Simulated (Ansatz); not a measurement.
**W2CF2 MXene monolayer in a perpendicular field**

Aim: how the W2CF2 MXene monolayer screens a field along its normal, and what the field does to its bands. A positive field points along +c.

Method: plane-wave DFT, PBE-D3(BJ), Ansatz PAW (set soft_1); PAW set soft_1, in the first sound run; inputs show where later runs differ, in Ansatz 0.2.0.

This is a report of a sequence of runs, with the program logs left out and the cost of each run kept.

## (1) The system as given

The cell holds 5 atoms: 2 F, 2 W and 1 C. Its edges and angles: a = 3.125 Å, b = 3.125 Å, c = 39.618 Å, α = 90.0°, β = 90.0°, γ = 120.0°. Vacuum lies along c.

## (2) Relaxing the slab

The starting cell is a guess, so the in-plane lattice and the atoms are relaxed first, with the slab cut off from its images along the normal.

Input file input.yaml:

```yaml
crystal:
  lattice:
    - [3.125408, 0.0, 0.0]
    - [-1.562704, 2.7066827252, 0.0]
    - [0.0, 0.0, 39.6175949265]
  atoms:
    - { symbol: F, position: [0.3333333333, 0.6666666667, 0.4455091237] }
    - { symbol: W, position: [0.6666666667, 0.3333333333, 0.4688723475] }
    - { symbol: C, position: [0.0, 0.0, 0.5] }
    - { symbol: W, position: [0.3333333333, 0.6666666667, 0.5311276525] }
    - { symbol: F, position: [0.6666666667, 0.3333333333, 0.5544908763] }
  periodic: [true, true, false]
kpoints:
  mp_grid: { grid: [12, 12, 1] }
hamiltonian:
  xc: pbe
  dispersion: d3bj
  pseudopotentials: { kind: paw, azcp: { folder: soft_1 } }
scf:
  occupations: { method: fermi_dirac, width: 0.05 }
  convergence: { dr2_threshold: 1.0e-09 }
relax:
  f_tol: 0.004
  max_steps: 90
  cell: {}
output:
  write_potential: true
  write_density: true
  volumetric_format: npy
```

The run is started by

```console
$ ansatz run input.yaml --threads 4 --pin off --max-ram 6144MiB --backend cpu --events-out ev --progress --plain --runs-dir out
```

Run time: 47 s. Hardware: 4 threads of Arm Neoverse V1, shared host; peak memory 0.76 GiB; 3 min of CPU time.

Relaxation path:

```tsv
step	energy less that of the first step (eV)	largest force component (eV/Å)	volume (Å³)
1	0.0000	7.4800	335.14
2	-3.1622	4.3979	339.57
3	-3.3001	5.6961	345.76
4	-3.9736	0.6688	359.47
5	-4.0190	0.0882	369.44
6	-4.0197	0.0495	370.02
7	-4.0200	0.0061	370.04
8	-4.0200	0.0003	370.13
9*	-4.0459	0.0013	370.13
10	-4.0461	0.0006	371.37
11	-4.0460	0.0001	371.49
12*	-4.0465	0.0001	371.49
```

Relaxation steps marked * repeat the geometry before them on a plane-wave basis chosen anew for their cell, so energy and pressure can jump there.

The run keeps the 12 symmetry operations that the program found, so distortions that break them were not tested.

```tsv
cell as run	before	after	change
a (Å)	3.125	3.291	+5.3 %
b (Å)	3.125	3.291	+5.3 %
```

The atoms that moved most (Å, along periodic axes as changes of fractional coordinates times the final cell, across vacuum about the mean position):

```tsv
atom	dx	dy	dz	length
W2	0.000	0.000	0.307	0.307
W4	0.000	0.000	-0.307	0.307
F5	0.000	0.000	0.123	0.123
F1	0.000	0.000	-0.123	0.123
```

The relaxed structure:

```xyz
5
Lattice="3.2905 0.0000 0.0000 -1.6453 2.8497 0.0000 0.0000 0.0000 39.6176" Properties=species:S:1:pos:R:3
F     0.0000    1.8998   17.5269
W     1.6453    0.9499   18.8821
C     0.0000    0.0000   19.8088
W     0.0000    1.8998   20.7355
F     1.6453    0.9499   22.0907
```

Read from the output:

```
energy at zero smearing : -22638.8306 eV
```

The lattice constant a goes from 3.125 to 3.291 Å.

## (3) Atoms held, field 0

A sawtooth potential applies the field, turning back in the middle of the vacuum. With the dipole correction the typed value is the field outside the slab. The induced dipole is small, so the SCF threshold is tight.

The cell differs from the one that the last finished run ended in (c 39.618 → 22.564 Å).

Input file input.yaml:

```yaml
crystal:
  lattice:
    - [3.2905098428, 0.0, 0.0]
    - [-1.6452549214, 2.8496651153, 0.0]
    - [0.0, 0.0, 22.5637472058]
  atoms:
    - { symbol: F, position: [0.3333333333, 0.6666666667, 0.3988699181] }
    - { symbol: W, position: [0.6666666667, 0.3333333333, 0.4589301041] }
    - { symbol: C, position: [0.0, 0.0, 0.5] }
    - { symbol: W, position: [0.3333333333, 0.6666666667, 0.5410698959] }
    - { symbol: F, position: [0.6666666667, 0.3333333333, 0.6011300819] }
kpoints:
  mp_grid: { grid: [18, 18, 1] }
  band_path:
    path: [[0, 0, 0], [0.5, 0, 0], [0.33333333, 0.33333333, 0], [0, 0, 0]]
    npoints: 16
hamiltonian:
  xc: pbe
  dispersion: d3bj
  pseudopotentials: { kind: paw, azcp: { folder: soft_1 } }
scf:
  occupations: { method: fermi_dirac, width: 0.05 }
  convergence: { dr2_threshold: 1.0e-10 }
efield:
  axis: 3
  dipole_correction: true
  ramp_position: 0.97
  ramp_width: 0.06
  amplitude: 0
output:
  dos: { projected: true, e_range: [-6, 5] }
  bader: true
  write_potential: true
  write_density: true
  volumetric_format: npy
  elf: true
```

It took 30 s on 4 threads; peak memory 0.61 GiB; 1.9 min of CPU time.

Read from the output:

- energy at zero smearing: -22638.8326 eV
- work function, upper face: 4.345 eV
- dipole along the normal: 1.16e-6 e·Å

Running mean over a fixed 2.7 Å (it still follows the layers) of the planar mean; the ramp of the sawtooth is left out. Table of electron's electrostatic potential energy less the Fermi level by z:

```tsv
z (Å)	electron's electrostatic potential energy less the Fermi level (eV)
3.0	4.35
3.5	4.35
4.0	4.35
4.5	4.35
5.0	4.34
5.5	4.34
6.0	4.34
6.5	4.32
7.0	4.20
7.5	3.24
8.0	1.36
8.5	-0.993
9.0	-4.37
9.5	-7.97
10.0	-11.0
10.5	-12.9
11.0	-14.5
11.5	-14.6
12.0	-13.2
12.5	-11.3
13.0	-8.42
13.5	-4.83
14.0	-1.37
14.5	1.10
15.0	3.03
15.5	4.15
16.0	4.32
16.5	4.34
17.0	4.34
17.5	4.34
18.0	4.35
18.5	4.35
19.0	4.35
19.5	4.35
```

The density of states has structure finer than the step of the table below, so its rows give means over 0.2 eV. Peaks (eV: height): -5.81: 14.1, -4.92: 10.2, -3.49: 4.57, -0.43: 12.1, 0.34: 5.96, 1.00: 13.8, 1.14: 11.5.

The density of states by energy, zero at the Fermi level; means over each step:

energy (eV), density of states (states/eV a cell) and a bar:
```
     -5.8        9.4 ##############################
     -5.6        0.6 ##
     -5.4        1.2 ####
     -5.2        3.0 ##########
     -5.0        3.6 ###########
     -4.8        2.4 ########
     -4.6        0.0 
     -4.4        0.0 
     -4.2        0.6 ##
     -4.0        1.3 ####
     -3.8        1.6 #####
     -3.6        2.4 ########
     -3.4        2.2 #######
     -3.2        1.2 ####
     -3.0        1.1 ###
     -2.8        1.2 ####
     -2.6        1.5 #####
     -2.4        1.4 ####
     -2.2        1.3 ####
     -2.0        1.1 ###
     -1.8        0.9 ###
     -1.6        0.9 ###
     -1.4        0.8 ###
     -1.2        0.8 ##
     -1.0        0.8 ##
     -0.8        0.7 ##
     -0.6        2.2 #######
     -0.4        4.7 ###############
     -0.2        1.8 ######
      0.0        0.4 #
      0.2        1.4 ####
      0.4        3.0 ##########
      0.6        2.9 #########
      0.8        2.9 #########
      1.0        8.1 ##########################
      1.2        6.4 ####################
      1.4        2.4 ########
```

Projected DOS per atom over height of the atomic layer and energy from the Fermi level. Layers: F W C W F from below.

Values in states/eV, 22 rows by 5 columns, each cell a mean:
```
0.07 1.16 0.10 1.16 0.07
0.27 3.74 0.08 3.74 0.27
0.09 1.24 0.07 1.24 0.09
0.13 1.15 0.16 1.15 0.13
0.01 0.24 0.06 0.24 0.01
0.07 1.40 0.19 1.40 0.07
0.06 0.69 0.09 0.69 0.06
0.02 0.33 0.04 0.33 0.02
0.03 0.36 0.04 0.36 0.03
0.04 0.39 0.03 0.39 0.04
0.06 0.51 0.03 0.51 0.06
0.07 0.58 0.02 0.58 0.07
0.05 0.56 0.02 0.56 0.05
0.06 0.46 0.04 0.46 0.06
0.15 0.94 0.08 0.94 0.15
0.12 0.70 0.05 0.70 0.12
0.06 0.39 0.01 0.39 0.06
0.00 0.00 0.00 0.00 0.00
0.07 0.42 1.41 0.42 0.07
0.43 0.43 1.07 0.43 0.43
0.22 0.07 0.17 0.07 0.22
2.06 0.85 2.22 0.85 2.06
```
Columns: height of the atomic layer (Å) from 9 to 13.6 (not evenly spaced); rows upwards: energy from the Fermi level (eV) from -5.96 to 1.51.

The electronic bands at the labelled points (eV, zero at the Fermi level):

```tsv
point	band 20	band 21	band 22	band 23	band 24	band 25	band 26	band 27
Γ	-5.39	-3.40	-3.40	-0.48	-0.14	0.93	0.93	1.85
halfway	-5.27	-3.81	-2.31	-0.72	0.38	1.04	1.11	1.89
M	-4.74	-4.22	-0.81	-0.12	0.18	1.05	1.61	2.28
halfway	-4.83	-3.50	-1.54	-0.89	0.98	1.14	1.95	2.46
K	-4.94	-2.29	-2.06	-2.06	1.19	1.19	2.30	2.88
halfway	-5.19	-3.35	-2.72	-0.20	0.21	0.89	1.25	2.27
Γ	-5.39	-3.40	-3.40	-0.48	-0.14	0.93	0.93	1.85
```

Electrostatic potential energy in the ca plane at fractional y = 0.333, with atoms of W and F within 0.2 Å of it. With pseudopotentials it is smooth inside the atoms' cores, unlike the true potential.

Ten even steps from '0' (-42 eV) to '9' (6 eV), each cell a mean:
```
99999999999999999875324788888889999999999999
99999999999999999851001588885227999999999999
99999999999999999840000378982004999999999999
99999999999999999850000488884015999999999999
99999999999999999863102688887568999999999999
99999999999999999987556777778999999999999999
99999999999999999988888775568899999999999999
99999999999999999998888765567899999999999999
99999999999999999988777876678899999999999999
```
Columns run along c (16.0 Å, from fractional 0.12 to 0.83 of the cell; values clipped at the 3rd and 97th percentile), rows up along a (3.3 Å). Atoms in or near the plane, at fractional coordinates: W at (0.46, 0.67), F at (0.60, 0.67).

ELF in the ca plane at fractional y = 0.333, with atoms of W and F within 0.2 Å of it. It is the smooth field of the valence electrons, not physical close to the nuclei.

Values, 5 rows by 16 columns, each cell a mean:
```
0.00 0.00 0.00 0.00 0.00 0.00 0.02 0.10 0.47 0.39 0.25 0.42 0.65 0.15 0.00 0.00
0.00 0.00 0.00 0.00 0.00 0.00 0.01 0.21 0.51 0.52 0.24 0.59 0.74 0.26 0.01 0.00
0.00 0.00 0.00 0.00 0.00 0.00 0.03 0.11 0.48 0.40 0.24 0.44 0.66 0.16 0.00 0.00
0.00 0.00 0.00 0.00 0.00 0.01 0.14 0.34 0.15 0.42 0.29 0.15 0.11 0.02 0.00 0.00
0.00 0.00 0.00 0.00 0.00 0.01 0.15 0.34 0.15 0.43 0.30 0.14 0.09 0.01 0.00 0.00
```
Columns run along c (16.0 Å, from fractional 0.07 to 0.78 of the cell), rows up along a (3.3 Å). Atoms in or near the plane, at fractional coordinates: W at (0.46, 0.67), F at (0.60, 0.67).

Valence density in the ca plane at fractional y = 0.333, with atoms of W and F within 0.2 Å of it. It is the smooth field of the valence electrons, not physical close to the nuclei.

Ten steps, logarithmic in the rise over the least value, from '0' (0 e/Å³) to '9' (11 e/Å³), each cell a mean:
```
00000000000000000000123555433222343100000000
00000000000000000000125787532224786300000000
00000000000000000000137888632236997410000000
00000000000000000000136887632225897310000000
00000000000000000000124676432223564200000000
00000000000000000001122344333322221000000000
00000000000000000001222223344432110000000000
00000000000000000012222223344432100000000000
00000000000000000001222233333332111000000000
```
Columns run along c (16.0 Å, from fractional 0.07 to 0.78 of the cell), rows up along a (3.3 Å). Atoms in or near the plane, at fractional coordinates: W at (0.46, 0.67), F at (0.60, 0.67).

The work function of the upper face is 4.35 eV.

## (4) Single point, field 0.1 V/Å

input.yaml: that of step 3 with these lines changed.

```diff
@@ -26,8 +26,6 @@
   dipole_correction: true
-  ramp_position: 0.97
-  ramp_width: 0.06
-  amplitude: 0
+  ramp_position: 0.9233
+  ramp_width: 0.1533
+  amplitude: 0.1
 output:
-  dos: { projected: true, e_range: [-6, 5] }
-  bader: true
   write_potential: true
@@ -35,2 +33 @@
   volumetric_format: npy
-  elf: true
```

The job ended after 13 s (4 threads; peak memory 0.58 GiB; 50 s of CPU time).

The dipole is 0.0261 e·Å.

## (5) Atoms held, field -0.1 V/Å

input.yaml: that of step 4 with these lines changed.

```diff
@@ -28,3 +28,3 @@
   ramp_width: 0.1533
-  amplitude: 0.1
+  amplitude: -0.1
 output:
```

Wall time 13 s (4 threads); peak memory 0.58 GiB; 51 s of CPU time.

The dipole is -0.0261 e·Å.

## (6) Atoms held, field 0.2 V/Å

input.yaml: that of step 5 with these lines changed.

```diff
@@ -28,3 +28,3 @@
   ramp_width: 0.1533
-  amplitude: -0.1
+  amplitude: 0.2
 output:
```

The job ended after 13 s (4 threads; peak memory 0.58 GiB).

The dipole is 0.0523 e·Å.

## (7) Single point, field -0.2 V/Å

input.yaml: that of step 6 with these lines changed.

```diff
@@ -28,3 +28,3 @@
   ramp_width: 0.1533
-  amplitude: 0.2
+  amplitude: -0.2
 output:
```

The job ended after 13 s (4 threads; peak memory 0.58 GiB).

The dipole is -0.0523 e·Å.

## (8) Single point, field 0.35 V/Å

input.yaml: that of step 7 with these lines changed.

```diff
@@ -26,6 +26,8 @@
   dipole_correction: true
-  ramp_position: 0.9233
-  ramp_width: 0.1533
-  amplitude: -0.2
+  ramp_position: 0.8974
+  ramp_width: 0.2053
+  amplitude: 0.35
 output:
+  dos: { projected: true, e_range: [-6, 5] }
+  bader: true
   write_potential: true
@@ -33 +35,2 @@
   volumetric_format: npy
+  elf: true
```

It took 30 s on 4 threads; peak memory 0.59 GiB; 1.9 min of CPU time.

The dipole is 0.0916 e·Å.

## (9) Response, atoms held

This step: plane-wave DFT, PBE-D3(BJ), Ansatz PAW (set soft_1); response to a field along the normal, atoms held; PAW set soft_1 (Ansatz 0.2.0).

The dipoles give the slope, and the difference of two potentials shows where the field is screened.

Numbers from this step:

| Quantity | Value |
| --- | --- |
| equivalent conductor thickness p/(ε₀AE) | 5.045 Å |
| distance between the outer atoms | 4.564 Å |

Dipole of the cell against applied field:

```tsv
applied field (V/Å)	dipole of the cell (e·Å)
-0.200	-0.0523
-0.100	-0.0261
0.000	1.2e-6
0.100	0.0261
0.200	0.0523
0.350	0.0916
```

Local field over the applied field, running mean. From the potentials at -0.1 and 0.1 V/Å; running mean over 2.5 Å. Table of local field over applied field by z:

z (Å), local field over applied field and a bar:
```
      4.5      1.000 ##############################
      5.0      0.999 ##############################
      5.5      0.998 ##############################
      6.0      0.994 ##############################
      6.5      0.982 #############################
      7.0      0.946 ############################
      7.5      0.864 ##########################
      8.0      0.737 ######################
      8.5      0.578 #################
      9.0      0.415 ############
      9.5      0.260 #######
     10.0      0.141 ###
     10.5      0.065 #
     11.0      0.035 
     11.5      0.034 
     12.0      0.059 #
     12.5      0.129 ###
     13.0      0.243 ######
     13.5      0.394 ###########
     14.0      0.557 ################
     14.5      0.718 #####################
     15.0      0.850 #########################
     15.5      0.939 ############################
     16.0      0.979 #############################
     16.5      0.994 ##############################
     17.0      0.998 ##############################
     17.5      0.999 ##############################
     18.0      1.000 ##############################
```

Electrons, planar mean, per unit field. The induced electron density by z:

```tsv
z (Å)	induced electron density (e/Å³ per V/Å)
4.09	3.3e-7
4.51	8.1e-7
4.94	2.0e-6
5.22	3.6e-6
5.64	9.4e-6
6.06	2.5e-5
6.49	6.8e-5
6.77	1.3e-4
7.19	3.6e-4
7.62	9.2e-4
8.04	0.00212
8.32	0.00305
8.74	0.00207
9.17	0.00269
9.59	7.8e-4
9.87	2.1e-4
10.29	0.00128
10.72	4.4e-4
11.14	4.7e-4
11.42	-4.7e-4
11.85	-4.4e-4
12.27	-0.00128
12.69	-2.1e-4
12.97	-7.8e-4
13.40	-0.00269
13.82	-0.00207
14.24	-0.00305
14.53	-0.00212
14.95	-9.2e-4
15.37	-3.6e-4
15.79	-1.3e-4
16.08	-6.8e-5
16.50	-2.5e-5
16.92	-9.4e-6
17.35	-3.6e-6
17.63	-2.0e-6
18.05	-8.1e-7
18.47	-3.3e-7
```

By hand: between -0.1 and 0.1 V/Å the dipole changes by 0.05229 e·Å, a slope of 0.2614 e·Å²/V. A perfect conductor of thickness t has p = ε₀AEt, so t = 180.95 × 0.2614 / 9.377 = 5.04 Å (e/ε₀ = 180.95 V·Å, A in Å²).

The induced dipole is that of a conductor 5.04 Å thick.

## (10) Field on, atoms free, field 0.1 V/Å

This step: plane-wave DFT, PBE-D3(BJ), Ansatz PAW (set soft_1); PAW set soft_1 (Ansatz 0.2.0).

Now the atoms may follow the field. A weak field makes forces of meV/Å to tens of meV/Å, so the force tolerance is set well below the usual one.

input.yaml, the sections that differ from step 8:

```yaml
kpoints:
  mp_grid: { grid: [12, 12, 1] }
efield:
  axis: 3
  dipole_correction: true
  ramp_position: 0.9233
  ramp_width: 0.1533
  amplitude: 0.1
relax:
  f_tol: 0.001
  max_steps: 60
output:
  write_potential: true
  write_density: true
  volumetric_format: npy
# crystal, hamiltonian, scf: as in step 8
```

Elapsed: 13 s, on 4 threads; peak memory 0.49 GiB.

Hardly anything moved in the relaxation; the energy changed by under 0.2 meV an atom.

This step gave:

```
energy at zero smearing : -22638.8331 eV
dipole along the normal : 0.02886 e·Å
```

The relaxation took 5 steps and lowered the energy by 1.4e-4 eV; the largest force on the free atoms ends at 5.5e-4 eV/Å.

The dipole is 0.0289 e·Å.

## (11) Relaxing in the field, field -0.1 V/Å

The opposite sign, again from the field-free geometry; the difference of the two cancels what relaxes without a field.

input.yaml: that of step 10 with these lines changed.

```diff
@@ -25,3 +25,3 @@
   ramp_width: 0.1533
-  amplitude: 0.1
+  amplitude: -0.1
 relax:
```

It took 13 s on 4 threads; peak memory 0.49 GiB.

Hardly anything moved in the relaxation; the energy changed by under 0.2 meV an atom.

This step gave:

| Item | Value |
| --- | --- |
| dipole along the normal | -0.02886 e·Å |

The relaxation took 5 steps and lowered the energy by 1.4e-4 eV; the largest force on the free atoms ends at 5.5e-4 eV/Å.

The dipole is -0.0289 e·Å.

## (12) Response, atoms relaxed

This step: plane-wave DFT, PBE-D3(BJ), Ansatz PAW (set soft_1); response to a field along the normal, atoms relaxed; PAW set soft_1 (Ansatz 0.2.0).

The same analysis on the two relaxed runs holds the ionic part too; their mesh is coarser, so small differences from the held value can come from that.

This step gave:

```yaml
equivalent_conductor_thickness_p_eps_0ae: 5.569 Å
```

The dipole of the cell by applied field:

```tsv
applied field (V/Å)	dipole of the cell (e·Å)
-0.1000	-0.0289
0.1000	0.0289
```

Local field over the applied field, running mean. From the potentials at -0.1 and 0.1 V/Å; running mean over 2.5 Å. Local field over applied field against z:

```tsv
z (Å)	local field over applied field
4.5	1.000
5.0	1.000
5.5	0.998
6.0	0.994
6.5	0.979
7.0	0.897
7.5	0.784
8.0	0.836
8.5	0.679
9.0	0.351
9.5	0.164
10.0	0.105
10.5	-0.0898
11.0	-0.192
11.5	-0.180
12.0	-0.128
12.5	0.0957
13.0	0.160
13.5	0.318
14.0	0.628
14.5	0.840
15.0	0.789
15.5	0.870
16.0	0.975
16.5	0.993
17.0	0.998
17.5	0.999
18.0	1.000
```

Electrons, planar mean, per unit field. Table of induced electron density by z:

```tsv
z (Å)	induced electron density (e/Å³ per V/Å)
5.0	2.0e-6
5.5	6.1e-6
6.0	2.0e-5
6.5	7.0e-5
7.0	2.6e-4
7.5	0.00103
8.0	0.00492
8.5	0.0295
9.0	-2.3e-4
9.5	-0.0402
10.0	-0.0299
10.5	0.00721
11.0	0.0177
11.5	-0.0137
12.0	-0.0116
12.5	0.0251
13.0	0.0383
13.5	0.0131
14.0	-0.0351
14.5	-0.00612
15.0	-0.00124
15.5	-3.1e-4
16.0	-8.3e-5
16.5	-2.3e-5
17.0	-7.1e-6
17.5	-2.2e-6
```

The induced dipole is that of a conductor 5.57 Å thick.

(Continued in part 2 of 2.)

[Long decimals in the printed logs are rounded to 6 places.]

[Logs are printed without paths, hosts, clocks, repeated set-up lines and the standing remarks that a program may print on its own settings, such as how far it seeks lower states.]

[Hosts, paths, dates, database ids (printed as entryN), source tags and the programs' standing remarks are cut or masked in the printed files.]

[Maps of the electrostatic potential energy from Ansatz leave out the sawtooth potential of an applied field or a dipole correction, so their vacuum need not be flat; planar profiles and work functions include it.]

[The density of states shown here was stored with 400 of the rows of the run's finer table, so its peaks can read low, often by over a quarter, or be missed, and its means over a window can be off by a tenth or more.]
